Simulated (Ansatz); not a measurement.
**Squeezing and shearing rutile SnO2, size series (72 atoms)**

Aim: relax rutile SnO2, size series (72 atoms), then change its volume and shape to read moduli from the stress.

Main program and level: Ansatz 0.2.0; Kohn-Sham DFT, RPBE, PAW (set soft_1), plane waves.

### 1. Starting point

The cell holds 72 atoms: 24 Sn and 48 O. Its edges and angles: a = 9.474 Å, b = 9.474 Å, c = 9.558 Å, α = 90.0°, β = 90.0°, γ = 90.0°. It derives from SnO2 (rutile), repeated 2×2×3. Rutile SnO2 (cell 4.737, 4.737, 3.186, 90, 90, 90), 2 x 2 x 3 conventional cells; ideal positions.

What the set-up can't give: Only the Γ point is sampled.

### 2. Single point at the start

A single point comes first, to see the forces before anything moves.

Contents of input.yaml:

```yaml
crystal:
  lattice:
    - [9.474, 0.0, 0.0]
    - [0.0, 9.474, 0.0]
    - [0.0, 0.0, 9.558]
  atoms:
    - { symbol: Sn, position: [0.0, 0.0, 0.0] }
    - { symbol: Sn, position: [0.25, 0.25, 0.16667] }
    - { symbol: O, position: [0.1535, 0.1535, 0.0] }
    - { symbol: O, position: [0.3465, 0.3465, 0.0] }
    - { symbol: O, position: [0.0965, 0.4035, 0.16667] }
    - { symbol: O, position: [0.4035, 0.0965, 0.16667] }
    - { symbol: Sn, position: [0.0, 0.0, 0.33333] }
    - { symbol: Sn, position: [0.25, 0.25, 0.5] }
    - { symbol: O, position: [0.1535, 0.1535, 0.33333] }
    - { symbol: O, position: [0.3465, 0.3465, 0.33333] }
    - { symbol: O, position: [0.0965, 0.4035, 0.5] }
    - { symbol: O, position: [0.4035, 0.0965, 0.5] }
    - { symbol: Sn, position: [0.0, 0.0, 0.66667] }
    - { symbol: Sn, position: [0.25, 0.25, 0.83333] }
    - { symbol: O, position: [0.1535, 0.1535, 0.66667] }
    - { symbol: O, position: [0.3465, 0.3465, 0.66667] }
    - { symbol: O, position: [0.0965, 0.4035, 0.83333] }
    - { symbol: O, position: [0.4035, 0.0965, 0.83333] }
    - { symbol: Sn, position: [0.0, 0.5, 0.0] }
    - { symbol: Sn, position: [0.25, 0.75, 0.16667] }
    - { symbol: O, position: [0.1535, 0.6535, 0.0] }
    - { symbol: O, position: [0.3465, 0.8465, 0.0] }
    - { symbol: O, position: [0.0965, 0.9035, 0.16667] }
    - { symbol: O, position: [0.4035, 0.5965, 0.16667] }
    - { symbol: Sn, position: [0.0, 0.5, 0.33333] }
    - { symbol: Sn, position: [0.25, 0.75, 0.5] }
    - { symbol: O, position: [0.1535, 0.6535, 0.33333] }
    - { symbol: O, position: [0.3465, 0.8465, 0.33333] }
    - { symbol: O, position: [0.0965, 0.9035, 0.5] }
    - { symbol: O, position: [0.4035, 0.5965, 0.5] }
    - { symbol: Sn, position: [0.0, 0.5, 0.66667] }
    - { symbol: Sn, position: [0.25, 0.75, 0.83333] }
    - { symbol: O, position: [0.1535, 0.6535, 0.66667] }
    - { symbol: O, position: [0.3465, 0.8465, 0.66667] }
    - { symbol: O, position: [0.0965, 0.9035, 0.83333] }
    - { symbol: O, position: [0.4035, 0.5965, 0.83333] }
    - { symbol: Sn, position: [0.5, 0.0, 0.0] }
    - { symbol: Sn, position: [0.75, 0.25, 0.16667] }
    - { symbol: O, position: [0.6535, 0.1535, 0.0] }
    - { symbol: O, position: [0.8465, 0.3465, 0.0] }
    - { symbol: O, position: [0.5965, 0.4035, 0.16667] }
    - { symbol: O, position: [0.9035, 0.0965, 0.16667] }
    - { symbol: Sn, position: [0.5, 0.0, 0.33333] }
    - { symbol: Sn, position: [0.75, 0.25, 0.5] }
    - { symbol: O, position: [0.6535, 0.1535, 0.33333] }
    - { symbol: O, position: [0.8465, 0.3465, 0.33333] }
    - { symbol: O, position: [0.5965, 0.4035, 0.5] }
    - { symbol: O, position: [0.9035, 0.0965, 0.5] }
    - { symbol: Sn, position: [0.5, 0.0, 0.66667] }
    - { symbol: Sn, position: [0.75, 0.25, 0.83333] }
    - { symbol: O, position: [0.6535, 0.1535, 0.66667] }
    - { symbol: O, position: [0.8465, 0.3465, 0.66667] }
    - { symbol: O, position: [0.5965, 0.4035, 0.83333] }
    - { symbol: O, position: [0.9035, 0.0965, 0.83333] }
    - { symbol: Sn, position: [0.5, 0.5, 0.0] }
    - { symbol: Sn, position: [0.75, 0.75, 0.16667] }
    - { symbol: O, position: [0.6535, 0.6535, 0.0] }
    - { symbol: O, position: [0.8465, 0.8465, 0.0] }
    - { symbol: O, position: [0.5965, 0.9035, 0.16667] }
    - { symbol: O, position: [0.9035, 0.5965, 0.16667] }
    - { symbol: Sn, position: [0.5, 0.5, 0.33333] }
    - { symbol: Sn, position: [0.75, 0.75, 0.5] }
    - { symbol: O, position: [0.6535, 0.6535, 0.33333] }
    - { symbol: O, position: [0.8465, 0.8465, 0.33333] }
    - { symbol: O, position: [0.5965, 0.9035, 0.5] }
    - { symbol: O, position: [0.9035, 0.5965, 0.5] }
    - { symbol: Sn, position: [0.5, 0.5, 0.66667] }
    - { symbol: Sn, position: [0.75, 0.75, 0.83333] }
    - { symbol: O, position: [0.6535, 0.6535, 0.66667] }
    - { symbol: O, position: [0.8465, 0.8465, 0.66667] }
    - { symbol: O, position: [0.5965, 0.9035, 0.83333] }
    - { symbol: O, position: [0.9035, 0.5965, 0.83333] }
kpoints:
  mp_grid: { grid: [1, 1, 1] }
hamiltonian:
  xc: rpbe
  pseudopotentials: { kind: paw, azcp: { folder: soft_1 } }
scf:
  occupations: { method: fixed }
output:
  forces: true
```

The run is started by

```console
$ ansatz run input.yaml --threads 4 --pin off --max-ram 8192MiB --backend cpu --events-out ev --progress --plain --runs-dir out
```

Numbers of over 12 decimals in the logs are rounded to 6 here.

The log of the run:

```text
Warning: the atoms were moved onto the symmetric positions of the space group found under crystal.symmetry.tolerance 1.0e-5 (fractional; no operation is sought that the atoms, as they stand in a round, miss by more than twice it, and no atom is moved by as much as it), and the run uses the moved positions. [...]
[...]
Pseudopotentials: kind: paw
Pseudopotential: Sn, paw, valence charge 14, recommended cutoff 420 eV (normal), soft_1/Sn.paw.azcp
Pseudopotential: O, paw, valence charge 6, recommended cutoff 420 eV (normal), soft_1/O.paw.azcp
[... 5 lines on functional and potentials left out ...]
Crystal: 72 atoms, lattice volume = 857.894 Å³
Basis set: ecut = 420 eV, 16839 PW (Γ), exchange–correlation on 128×128×128 points (8 copies of the dense FFT grid, shifted against one another)
Bands: 384, of which v1, the nominal top of the filled ones, is band 312 counted from 1 (311 counted from 0)
Symmetry: 192 space group operations
Space group: P42/mnm (ITA 136), of the structure as read, at distance tolerance 9.5e-5 Å
k-points: 1
[... 7 lines on functional and potentials left out ...]
Initial density: superposition of atomic densities (chi_scale 0.1, normalization cell, long waves kept (reshape's long-wave potential 0.00 eV rms))
Initial wavefunctions: pseudopotential atomic-orbital guess
[...]
SCF iter   1: F=—  HF=-172111.113791 eV  |F-HF|=—  |Δ(HF+E_count)|=         —  Δρ=8.44e-2  dr2=4.90e1  ethr=3.10e-3  ⟨swp⟩=4.0  Hψ=1437  notcnv=0  defer=67
preconditioner: auto → Resta (q_TF=auto, 2.587 Å⁻¹)  ε∞=3.4  [insulator: Δε(μ)=1.805 eV  Ē_g=20.290 eV  n_scr=250 (ndim 8)  ℏωp=31.7 eV  f_vac=0.000  ε∞_Penn≈3.4]
[...]
SCF iter   8: F=—  HF=-172101.693032 eV  |F-HF|=—  |Δ(HF+E_count)|=   6.77e-6  Δρ=3.78e-6  dr2=1.11e-7  ethr=6.33e-10  ⟨swp⟩=2.0  Hψ=589  notcnv=0  defer=67
SCF iter   9: F=-172101.693033 eV  HF=-172101.693033 eV  |F-HF|=1.47e-8  |Δ(HF+E_count)|=   3.46e-7  Δρ=9.68e-7  dr2=7.05e-9  ethr=1.60e-11  ⟨swp⟩=4.0  Hψ=1141  notcnv=0
SCF 1 converged in 9 iterations: F = -172101.693033 eV  dr2 = 7.05e-9
[...]
SCF converged after 9 iterations
Free energy (F): -172101.693033 eV
Harris-Foulkes:  -172101.693033 eV  (|F-HF|=1.47e-8)
Internal energy: -172101.693033 eV  (E = F + TS)
E sigma→0 (E₀):  -172101.693033 eV
Fermi energy:    9.734871 eV
--- Per-component energies (eV) ---
[...]
Σ components = -172101.693033   (vs F -172101.693033, Δ=0.00e0)
--- Forces (eV/Å), atoms counted from 1 ---
  atom   1  Sn    -0.00000000     0.00000000    -0.00000000
  atom   2  Sn     0.00000000    -0.00000000    -0.00000000
  atom   3  O     -0.19800497    -0.19800497    -0.00000000
  atom   4  O      0.19800497     0.19800497     0.00000000
[...]
atom  72  O     -0.19800497     0.19800497     0.00000000
  max |Σ_I F_I| component: 9.16e-16 eV/Å
```

It took 6.3 s on 4 threads of Intel Xeon Platinum 8488C (Sapphire Rapids), shared host; peak memory 1.2 GiB.

The program notes that positions were snapped to a detected symmetry.

The r.m.s. force at the start is 0.13 eV/Å.

### 3. Cell and atoms relaxed

Cell and atoms are freed together, to release stress as well as forces.

Contents of input.yaml:

```yaml
crystal:
  lattice:
    - [9.474, 0.0, 0.0]
    - [0.0, 9.474, 0.0]
    - [0.0, 0.0, 9.558]
  atoms:
    [... the 72 atom lines of step 2 ...]
kpoints:
  mp_grid: { grid: [1, 1, 1] }
hamiltonian:
  xc: rpbe
  pseudopotentials: { kind: paw, azcp: { folder: soft_1 } }
scf:
  occupations: { method: fixed }
output:
  forces: true
relax:
  f_tol: 0.05
  max_steps: 150
  cell: {}
```

The log of the run:

```text
[...]
Crystal: 72 atoms, lattice volume = 857.894 Å³
Basis set: ecut = 420 eV, 16839 PW (Γ), exchange–correlation on 128×128×128 points (8 copies of the dense FFT grid, shifted against one another)
Bands: 384, of which v1, the nominal top of the filled ones, is band 312 counted from 1 (311 counted from 0)
Symmetry: 192 space group operations
[...]
k-points: 1
[...]
SCF iter   1: F=—  HF=-172111.113795 eV  |F-HF|=—  |Δ(HF+E_count)|=         —  Δρ=8.44e-2  dr2=4.90e1  ethr=3.10e-3  ⟨swp⟩=4.0  Hψ=1437  notcnv=0  defer=67
[...]
SCF iter   8: F=—  HF=-172101.693032 eV  |F-HF|=—  |Δ(HF+E_count)|=   6.77e-6  Δρ=3.78e-6  dr2=1.11e-7  ethr=6.33e-10  ⟨swp⟩=2.0  Hψ=589  notcnv=0  defer=67
SCF iter   9: F=-172101.693033 eV  HF=-172101.693033 eV  |F-HF|=1.47e-8  |Δ(HF+E_count)|=   3.46e-7  Δρ=9.67e-7  dr2=7.03e-9  ethr=1.60e-11  ⟨swp⟩=4.0  Hψ=1141  notcnv=0
SCF 1 converged in 9 iterations: F = -172101.693033 eV  dr2 = 7.03e-9
[...]
relax step   1: F+E_penalty+E_count = -172101.69303284 eV  Δ(F+E_penalty+E_count) = +0.000e0 eV  max|allowed force component| = 1.980e-1 eV/Å  Δτ_max = 0.0000 Å  P = +15.253 GPa  Ω = 857.894 Å³  (9 SCF iters, dr2 threshold 1.00e-7 eV, accepted)
[...]
relax step   2: F+E_penalty+E_count = -172104.44091780 eV  Δ(F+E_penalty+E_count) = -2.748e0 eV  max|allowed force component| = 5.652e-2 eV/Å  Δτ_max = 0.0049 Å  P = +0.514 GPa  Ω = 919.956 Å³  energy of the carried Pulay correction = -1.061e-1 eV  (7 SCF iters, dr2 threshold 7.20e-6 eV, accepted)
[...]
relax step   3: F+E_penalty+E_count = -172104.43862748 eV  Δ(F+E_penalty+E_count) = +2.290e-3 eV  max|allowed force component| = 2.779e-2 eV/Å  Δτ_max = 0.0069 Å  P = -0.020 GPa  Ω = 922.405 Å³  energy of the carried Pulay correction = -1.101e-1 eV  (5 SCF iters, dr2 threshold 1.45e-6 eV, accepted)
[...]
relax step   4: F+E_penalty+E_count = -172104.45098790 eV  Δ(F+E_penalty+E_count) = -1.236e-2 eV  max|allowed force component| = 6.703e-3 eV/Å  Δτ_max = 0.0027 Å  P = +0.002 GPa  Ω = 922.852 Å³  energy of the carried Pulay correction = -1.109e-1 eV  (5 SCF iters, dr2 threshold 1.28e-6 eV, accepted)
[...]
relax step   5: F+E_penalty+E_count = -172104.45090965 eV  Δ(F+E_penalty+E_count) = +7.824e-5 eV  max|allowed force component| = 2.194e-5 eV/Å  Δτ_max = 0.0005 Å  P = +0.001 GPa  Ω = 923.063 Å³  energy of the carried Pulay correction = -1.112e-1 eV  (5 SCF iters, dr2 threshold 1.62e-8 eV, accepted)
relax step   6: F+E_penalty+E_count = -172104.62475151 eV  Δ(F+E_penalty+E_count) = -1.738e-1 eV  max|allowed force component| = 3.785e-4 eV/Å  Δτ_max = 0.0000 Å  P = +0.395 GPa  Ω = 923.063 Å³  stress off target by 4.31e-1 GPa  SCF on the basis re-selected at this cell (its energy is not comparable with the rows above)  (7 SCF iters)
[...]
relax step   7: F+E_penalty+E_count = -172104.62350625 eV  Δ(F+E_penalty+E_count) = +1.245e-3 eV  max|allowed force component| = 1.343e-4 eV/Å  Δτ_max = 0.0004 Å  P = +0.015 GPa  Ω = 925.428 Å³  energy of the carried Pulay correction = -4.543e-3 eV  (5 SCF iters, dr2 threshold 4.64e-7 eV, accepted)
[...]
relax step   8: F+E_penalty+E_count = -172104.62420032 eV  Δ(F+E_penalty+E_count) = -6.941e-4 eV  max|allowed force component| = 1.397e-4 eV/Å  Δτ_max = 0.0000 Å  P = +0.016 GPa  Ω = 925.428 Å³  stress off target by 1.98e-2 GPa  SCF on the basis re-selected at this cell (its energy is not comparable with the rows above)  (5 SCF iters)
[...]
SCF converged after 5 iterations
Free energy (F): -172104.624200 eV
[...]
Internal energy: -172104.624200 eV  (E = F + TS)
E sigma→0 (E₀):  -172104.624200 eV
Fermi energy:    8.635008 eV
[...]
Σ components = -172104.624200   (vs F -172104.624200, Δ=0.00e0)
--- Forces (eV/Å), atoms counted from 1 ---
  atom   1  Sn     0.00000000     0.00000000    -0.00000000
  atom   2  Sn    -0.00000000     0.00000000    -0.00000000
  atom   3  O      0.00013969     0.00013969     0.00000000
  atom   4  O     -0.00013969    -0.00013969    -0.00000000
[...]
atom  72  O      0.00013969    -0.00013969     0.00000000
  max |Σ_I F_I| component: 1.82e-18 eV/Å
--- Stress (GPa, compression-positive) ---
        0.019809       0.000000       0.000000
        0.000000       0.019809      -0.000000
        0.000000      -0.000000       0.008778
  P = ⅓ Tr σ = 0.0161 GPa (0.161 kbar)
--- Relaxed structure (6 steps of the walk, 6 accepted, 2 SCFs on fresh bases) ---
  F+E_penalty+E_count = -172104.62420032 eV   max|allowed force component| = 1.397e-4 eV/Å   (the final SCF, on the basis selected at the relaxed cell)
  cell:  # Å, volume = 925.4282 Å³
    - [9.738260, 0, 0]
    - [0, 9.738260, 0]
    - [0, 0, 9.758430]
  atoms:
    - { symbol: Sn, position: [0, 0, 0] }
    - { symbol: Sn, position: [0.250000, 0.250000, 0.166667] }
    - { symbol: O, position: [0.153514, 0.153514, 0] }
    - { symbol: O, position: [0.346486, 0.346486, 0] }
[...]
- { symbol: O, position: [0.903514, 0.596486, 0.833333] }
```

The job ended after 47 s (4 threads; peak memory 1.3 GiB).

The relaxation converged after 6 steps, with a largest force component of 1.4e-4 eV/Å.

(Part 1 of 3 ends here.)

[Logs are printed without paths, hosts, clocks, repeated set-up lines and the standing remarks that a program may print on its own settings, such as how far it seeks lower states.]

[Hosts, paths, dates, database ids (printed as entryN), source tags and the programs' standing remarks are cut or masked in the printed files.]
